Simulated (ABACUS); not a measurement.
# In (I4/mmm) in ABACUS: equation of state

Aim: energy against volume of In in PBE, for its equilibrium volume and stiffness.

Everything below comes from runs of ABACUS 3.10.1. Logs are shortened: lines on timing, memory, paths and dates and some standing lists are left out, and cuts for length are marked.

## 1. The structure

Symmetry: I4/mmm, No. 139, tetragonal system. Conventional cell: a = 3.251 Å, b = 3.251 Å, c = 4.947 Å, α = 90.00°, β = 90.00°, γ = 90.00°. In (site symmetry 4/mmm) is surrounded by 12 In at 3.25 to 3.38 Å.

## 2. Equation of state, PBE, 24.57 Å³/atom (volume scaled by 0.94)

INPUT reads:

```
INPUT_PARAMETERS
suffix              In
calculation         scf
basis_type          pw
pseudo_dir          ./
symmetry            1
dft_functional      pbe
ecutwfc             71
pseudo_rcut         10
nspin               1
nbands              11
ks_solver           dav
smearing_method     fd
smearing_sigma      0.00367493
scf_thr             1e-08
scf_nmax            100
mixing_type         broyden
mixing_beta         0.7
cal_force           1
cal_stress          1
kpar                4
```

STRU reads:

```
ATOMIC_SPECIES
In 114.8180 In.upf

LATTICE_CONSTANT
1.8897261246

LATTICE_VECTORS
-1.5922878321 1.5922878321 2.4232021571
1.5922878321 -1.5922878321 2.4232021571
1.5922878321 1.5922878321 -2.4232021571

ATOMIC_POSITIONS
Direct

In
0.0
1
0.0000000000 0.0000000000 0.0000000000 1 1 1
```

KPT reads:

```
K_POINTS
0
Gamma
11 11 11 0 0 0
```

Potentials or basis: PseudoDojo NC SR 0.4.1 PBE standard, plane waves.

Command:

```bash
> OMP_NUM_THREADS=1 mpirun -np 4 abacus > log
```

running log:

```text
ABACUS v3.10.1

               Atomic-orbital Based Ab-initio Computation at UStc

 ------------------------------------------------------------------------------------

 READING GENERAL INFORMATION
                           global_out_dir = OUT.In/
                           global_in_card = INPUT
                               pseudo_dir = ./
                              orbital_dir =
                                    DSIZE = 4
                                    GSIZE = 1

 READING UNITCELL INFORMATION
                                    ntype = 1
                  lattice constant (Bohr) = 1.88973
              lattice constant (Angstrom) = 1

 READING ATOM TYPE 1
                               atom label = In
                      L=0, number of zeta = 1
                      L=1, number of zeta = 1
                      L=2, number of zeta = 1
             number of atom for this type = 1

                        TOTAL ATOM NUMBER = 1
DIRECT COORDINATES
    atom                   x                   y                   z     mag                  vx                  vy                  vz
taud_In1            0.0000000000        0.0000000000        0.0000000000  0.0000        0.0000000000        0.0000000000        0.0000000000

                          Volume (Bohr^3) = 165.84
                             Volume (A^3) = 24.5749

 Lattice vectors: (Cartesian coordinate: in unit of a_0)
             -1.59229            +1.59229             +2.4232
             +1.59229            -1.59229             +2.4232
             +1.59229            +1.59229             -2.4232
 Reciprocal vectors: (Cartesian coordinate: in unit of 2 pi/a_0)
                   +0           +0.314014           +0.206339
            +0.314014                  +0           +0.206339
            +0.314014           +0.314014                  +0
 The esolver type has been set to : ksdft_pw

                PAO radial cut off (Bohr) = 10

 Read in pseudopotential file is In.upf
                     pseudopotential type = NC
          exchange-correlation functional = PBE
                 nonlocal core correction = 1
                        valence electrons = 13
                                     lmax = 2
                           number of zeta = 3
                     number of projectors = 6
                           L of projector = 0
                           L of projector = 0
                           L of projector = 1
                           L of projector = 1
                           L of projector = 2
                           L of projector = 2
     initial pseudo atomic orbital number = 9

 SETUP THE ELECTRONS NUMBER
            electron number of element In = 13
      total electron number of element In = 13
            AUTOSET number of electrons:  = 13
                           occupied bands = 7
                                   NBANDS = 11
                                   NLOCAL = 9

%%%%%%%%%%%%%%%%%%%%%%%%%%%%%%%%%%%%%%%%%%%%%%%%%%%%%%%%%%%%%%%%%%%%%%%%%%%%%%%%%%%%%%%%%%%%%%%%%%%%%%%%%%
 Warning: the number of valence electrons in pseudopotential > 3 for In: [Kr] 4d10 5s2 5p1
 Pseudopotentials with additional electrons can yield (more) accurate outcomes, but may be less efficient.
 If you're confident that your chosen pseudopotential is appropriate, you can safely ignore this warning.
%%%%%%%%%%%%%%%%%%%%%%%%%%%%%%%%%%%%%%%%%%%%%%%%%%%%%%%%%%%%%%%%%%%%%%%%%%%%%%%%%%%%%%%%%%%%%%%%%%%%%%%%%%

 SETUP THE PLANE WAVE BASIS
 energy cutoff for charge/potential (unit:Ry) = 284
            fft grid for charge/potential = [ 36, 36, 36 ]
                        fft grid division = [ 1, 1, 1 ]
        big fft grid for charge/potential = [ 36, 36, 36 ]
                                     nbxx = 46656
                                     nrxx = 46656

 SETUP PLANE WAVES FOR CHARGE/POTENTIAL
                    number of plane waves = 13397
                         number of sticks = 879

 PARALLEL PW FOR CHARGE/POTENTIAL
     PROC   COLUMNS(POT)             PW
        1            879          13397
 --------------- sum -------------------
        1            879          13397
                            number of |g| = 878
                                  max |g| = 25.6372
                                  min |g| = 0

----------- Double Check Mixing Parameters Begin ------------
mixing_type: broyden
mixing_beta: 0.7
mixing_gg0: 1
mixing_gg0_min: 0.1
mixing_ndim: 8
[... 26 lines left out ...]
              PURE POINT GROUP OPERATIONS = 16
                   SPACE GROUP OPERATIONS = 16
                              POINT GROUP = D_4h
               POINT GROUP IN SPACE GROUP = D_4h

 SETUP K-POINTS
                                    nspin = 1
                   Input type of k points = Monkhorst-Pack(Gamma)
                                   nkstot = 1331
                       right hand lattice = 1
(for reciprocal lattice: )
                             BRAVAIS TYPE = 6
                     BRAVAIS LATTICE NAME = 06. Tetrogonal I (body-centered)
                                    ibrav = 6
                       right hand lattice = 1
(for k-lattice: )
                             BRAVAIS TYPE = 6
                     BRAVAIS LATTICE NAME = 06. Tetrogonal I (body-centered)
                                    ibrav = 6
                       right hand lattice = 1
                        ROTATION MATRICES = 16
                               nkstot_ibz = 126
K-POINTS REDUCTION ACCORDING TO SYMMETRY
     IBZ    DIRECT_X    DIRECT_Y    DIRECT_Z  WEIGHT  ibz2bz
       1  0.00000000  0.00000000  0.00000000  0.0008       0
       2 -0.09090909  0.00000000  0.09090909  0.0060       1
       3 -0.18181818  0.00000000  0.18181818  0.0060       2
       4 -0.27272727  0.00000000  0.27272727  0.0060       3
       5 -0.36363636  0.00000000  0.36363636  0.0060       4
       6 -0.45454545  0.00000000  0.45454545  0.0060       5
[... 22 lines left out ...]
      29 -0.27272727  0.36363636 -0.09090909  0.0120      40
      30 -0.27272727  0.27272727  0.00000000  0.0030      41
[... 96 further k points ...]

                               nkstot now = 126
[... K-POINTS DIRECT COORDINATES: 126 rows ...]

           k-point number in this process = 32
       minimum distributed K point number = 31
[... stars of the k points ...]

[... K-POINTS CARTESIAN COORDINATES: 32 rows ...]

[... K-POINTS DIRECT COORDINATES: 32 rows ...]

 SETUP PLANE WAVES FOR WAVE FUNCTIONS
     energy cutoff for wavefunc (unit:Ry) = 71
              fft grid for wave functions = [ 36, 36, 36 ]
                    number of plane waves = 2477
                         number of sticks = 281

 PARALLEL PW FOR WAVE FUNCTIONS
     PROC   COLUMNS(POT)             PW
        1            281           2477
 --------------- sum -------------------
        1            281           2477

 SETUP NONLOCAL PSEUDOPOTENTIALS IN PLANE WAVE BASIS
 In non-local projectors:
 projector 1 L=0
 projector 2 L=0
 projector 3 L=1
 projector 4 L=1
 projector 5 L=2
 projector 6 L=2
      TOTAL NUMBER OF NONLOCAL PROJECTORS = 18

 Init Non-Local PseudoPotential table :
 Init Non-Local-Pseudopotential done.

                                     npwx = 1686

 Make real space PAO into reciprocal space.
       max mesh points in Pseudopotential = 1001
     dq(describe PAO in reciprocal space) = 0.01
                                    max q = 1015

 number of pseudo atomic orbitals for In is 3
WARNING: norm of atomic wavefunction # 2 of atomic type In is 0.999992, renormalized
WARNING: norm of atomic wavefunction # 3 of atomic type In is 0.998067, renormalized

 -------------------------------------------
 SELF-CONSISTENT
 -------------------------------------------
                                 init_chg = atomic

 PW ALGORITHM --------------- ION=   1  ELEC=   1--------------------------------
 Notice: Threshold on eigenvalues was too large.
 hsover_error=0.13 > DRHO=0.00699681
 Origin diag ethr = 0.01
 New diag ethr = 5.38216e-05

 Density error is 0.00715975380898
                          Error Threshold = 5.3821648604e-05
----------------------------------------------------------
     Energy           Rydberg                 eV
----------------------------------------------------------
 E_KohnSham     -132.9001302734      -1808.1990366611
 E_Harris       -133.5563834631      -1817.1278193715
 E_Fermi        0.8542400831         11.6225325898
----------------------------------------------------------
[... 51 lines left out ...]
 Density error is 4.36474390049e-09
                          Error Threshold = 2.56511042868e-10
----------------------------------------------------------
     Energy           Rydberg                 eV
----------------------------------------------------------
 E_KohnSham     -132.9016931836      -1808.2203011449
 E_KS(sigma->0) -132.9015689029      -1808.2186102193
 E_Harris       -132.9014243615      -1808.2166436325
 E_band         -0.6623624704        -9.0119037383
 E_one_elec     -30.4479105200       -414.2650752660
 E_Hartree      26.4836544289        360.3286040963
 E_xc           -40.1037725693       -545.6398182382
 E_Ewald        -88.8334159619       -1208.6406298858
 E_entropy(-TS) -0.0002485614        -0.0033818512
 E_descf        0.0000000000         0.0000000000
 E_exx          0.0000000000         0.0000000000
 E_Fermi        0.8466870887         11.5197688292
----------------------------------------------------------

 charge density convergence is achieved
 final etot is -1808.2203011 eV
 EFERMI = 11.519768829 eV

 STATE ENERGY(eV) AND OCCUPATIONS    NSPIN == 1
 1/32 kpoint (Cartesian) = 0.0000 0.0000 0.0000 (1665 pws)
       1       -3.36169     0.00150263
       2       -3.23405     0.00150263
       3       -3.23405     0.00150263
       4       -3.13593     0.00150263
       5       -3.02172     0.00150263
       6        1.47399     0.00150263
       7        22.5999        0.00000
       8        22.5999        0.00000
       9        22.7915        0.00000
      10        23.4335        0.00000
      11        25.9643        0.00000
[... 53 lines left out ...]
 6/32 kpoint (Cartesian) = 0.14273 0.0000 -0.093790 (1671 pws)
       1       -3.36665      0.0120210
       2       -3.31605      0.0120210
       3       -3.21699      0.0120210
       4       -2.92122      0.0120210
       5       -2.87947      0.0120210
       6        6.37422      0.0120210
       7        8.65950      0.0120210
       8        19.4533    1.47816e-71
       9        21.1529    2.55492e-86
      10        22.9419        0.00000
      11        23.3783        0.00000

[... levels at 26 further k points ...]

------------------------------------------------------------------------------------------
 TOTAL-FORCE (eV/Angstrom)
------------------------------------------------------------------------------------------
                       In1         0.0000000000         0.0000000000         0.0000000000
------------------------------------------------------------------------------------------

----------------------------------------------------------------
 TOTAL-STRESS (KBAR)
----------------------------------------------------------------
        55.7618517219        -0.0000000000        -0.0000000000
        -0.0000000000        55.7618517219         0.0000000000
         0.0000000000         0.0000000000        46.6978732156
----------------------------------------------------------------
 TOTAL-PRESSURE: 52.740526 KBAR

 --------------------------------------------
 !FINAL_ETOT_IS -1808.2203011449093992 eV
 --------------------------------------------
```

It took 9.5 s on 4 MPI ranks of Intel Xeon at 2.60GHz (Ice Lake), shared host; peak memory 0.28 GiB.

What came out:

```
Free energy            : -1808.2203 eV
Pressure               : 5.3 GPa
Band gap on the k mesh : none (metal or under the smearing width)
```

## 3. Equation of state, PBE, 25.10 Å³/atom (volume scaled by 0.96)

INPUT is that of step 2.

STRU reads:

```
ATOMIC_SPECIES
In 114.8180 In.upf

LATTICE_CONSTANT
1.8897261246

LATTICE_VECTORS
-1.6035014962 1.6035014962 2.4402675233
1.6035014962 -1.6035014962 2.4402675233
1.6035014962 1.6035014962 -2.4402675233

ATOMIC_POSITIONS
Direct

In
0.0
1
0.0000000000 0.0000000000 0.0000000000 1 1 1
```

KPT is that of step 2.

Potentials or basis: PseudoDojo NC SR 0.4.1 PBE standard, plane waves.

Command:

```bash
> OMP_NUM_THREADS=1 mpirun -np 4 abacus > log
```

Run time: 9.3 s. Hardware: 4 MPI ranks of Intel Xeon at 2.60GHz (Ice Lake), shared host; peak memory 0.28 GiB.

Results (log left out):

- Free energy: -1808.2354 eV
- Pressure: 4.1 GPa
- Band gap on the k mesh: none (metal or under the smearing width)

## 4. Equation of state, PBE, 25.62 Å³/atom (volume scaled by 0.98)

INPUT is that of step 3.

STRU reads:

```
ATOMIC_SPECIES
In 114.8180 In.upf

LATTICE_CONSTANT
1.8897261246

LATTICE_VECTORS
-1.6145604767 1.6145604767 2.4570974863
1.6145604767 -1.6145604767 2.4570974863
1.6145604767 1.6145604767 -2.4570974863

ATOMIC_POSITIONS
Direct

In
0.0
1
0.0000000000 0.0000000000 0.0000000000 1 1 1
```

KPT is that of step 3.

Command:

```bash
> OMP_NUM_THREADS=1 mpirun -np 4 abacus > log
```

Wall time 9.3 s (4 MPI ranks of Intel Xeon at 2.60GHz (Ice Lake), shared host); peak memory 0.28 GiB.

Results (log left out):

| Item | Value |
| --- | --- |
| Free energy | -1808.2468 eV |
| Pressure | 3.0 GPa |
| Band gap on the k mesh | none (metal or under the smearing width) |

## 5. Equation of state, PBE, 26.14 Å³/atom

INPUT is that of step 4.

STRU reads:

```
ATOMIC_SPECIES
In 114.8180 In.upf

LATTICE_CONSTANT
1.8897261246

LATTICE_VECTORS
-1.6254700000 1.6254700000 2.4737000000
1.6254700000 -1.6254700000 2.4737000000
1.6254700000 1.6254700000 -2.4737000000

ATOMIC_POSITIONS
Direct

In
0.0
1
0.0000000000 0.0000000000 0.0000000000 1 1 1
```

KPT is that of step 4.

Command:

```bash
> OMP_NUM_THREADS=1 mpirun -np 4 abacus > log
```

It took 9.9 s on 4 MPI ranks of Intel Xeon at 2.60GHz (Ice Lake), shared host; peak memory 0.28 GiB.

The run converged. Its results:

```yaml
Free_energy: -1808.2548 eV
Pressure: 2.0 GPa
Band_gap_on_the_k_mesh: none (metal or under the smearing width)
```

## 6. Equation of state, PBE, 26.67 Å³/atom (volume scaled by 1.02)

INPUT is that of step 5.

STRU reads:

```
ATOMIC_SPECIES
In 114.8180 In.upf

LATTICE_CONSTANT
1.8897261246

LATTICE_VECTORS
-1.6362350157 1.6362350157 2.4900825966
1.6362350157 -1.6362350157 2.4900825966
1.6362350157 1.6362350157 -2.4900825966

ATOMIC_POSITIONS
Direct

In
0.0
1
0.0000000000 0.0000000000 0.0000000000 1 1 1
```

KPT is that of step 5.

Potentials or basis: PseudoDojo NC SR 0.4.1 PBE standard, plane waves.

Command:

```bash
> OMP_NUM_THREADS=1 mpirun -np 4 abacus > log
```

Run time: 9.4 s. Hardware: 4 MPI ranks of Intel Xeon at 2.60GHz (Ice Lake), shared host; peak memory 0.28 GiB.

The run converged. Its results:

```
Free energy            : -1808.2599 eV
Pressure               : 1.2 GPa
Band gap on the k mesh : none (metal or under the smearing width)
```

## 7. Equation of state, PBE, 27.19 Å³/atom (volume scaled by 1.04)

INPUT is that of step 6.

STRU reads:

```
ATOMIC_SPECIES
In 114.8180 In.upf

LATTICE_CONSTANT
1.8897261246

LATTICE_VECTORS
-1.6468602161 1.6468602161 2.5062524172
1.6468602161 -1.6468602161 2.5062524172
1.6468602161 1.6468602161 -2.5062524172

ATOMIC_POSITIONS
Direct

In
0.0
1
0.0000000000 0.0000000000 0.0000000000 1 1 1
```

KPT is that of step 6.

Command:

```bash
> OMP_NUM_THREADS=1 mpirun -np 4 abacus > log
```

Run time: 10 s. Hardware: 4 MPI ranks of Intel Xeon at 2.60GHz (Ice Lake), shared host; peak memory 0.28 GiB.

The run converged. Its results:

- Free energy: -1808.2624 eV
- Pressure: 0.4 GPa
- Band gap on the k mesh: none (metal or under the smearing width)

## 8. Equation of state, PBE, 27.71 Å³/atom (volume scaled by 1.06)

INPUT is that of step 7.

STRU reads:

```
ATOMIC_SPECIES
In 114.8180 In.upf

LATTICE_CONSTANT
1.8897261246

LATTICE_VECTORS
-1.6573500545 1.6573500545 2.5222162388
1.6573500545 -1.6573500545 2.5222162388
1.6573500545 1.6573500545 -2.5222162388

ATOMIC_POSITIONS
Direct

In
0.0
1
0.0000000000 0.0000000000 0.0000000000 1 1 1
```

KPT is that of step 7.

Command:

```bash
> OMP_NUM_THREADS=1 mpirun -np 4 abacus > log
```

Run time: 9.9 s. Hardware: 4 MPI ranks of Intel Xeon at 2.60GHz (Ice Lake), shared host; peak memory 0.28 GiB.

The run converged. Its results:

- Free energy: -1808.2625 eV
- Pressure: -0.3 GPa
- Band gap on the k mesh: none (metal or under the smearing width)

## 9. Equation of state, PBE

Potentials or basis: PseudoDojo NC SR 0.4.1 PBE standard, plane waves.

No new run: the results of the series are fitted here.

Results:

* Equilibrium volume: 27.49 Å³/atom
* Bulk modulus at fixed shape and positions: 35 GPa
* Pressure derivative of the bulk modulus: 5.3

Energy against volume, from the lowest point:
```
volume (Å³/atom)  energy (meV/atom)
          24.575              42.23
          25.098              27.13
          25.621              15.77
          26.144               7.73
          26.666               2.64
          27.189               0.15
          27.712               0.00
```

Caveat: the cell was scaled at fixed shape and fractional positions, which overstates the stiffness of a crystal with free parameters, most of all of layers and chains.
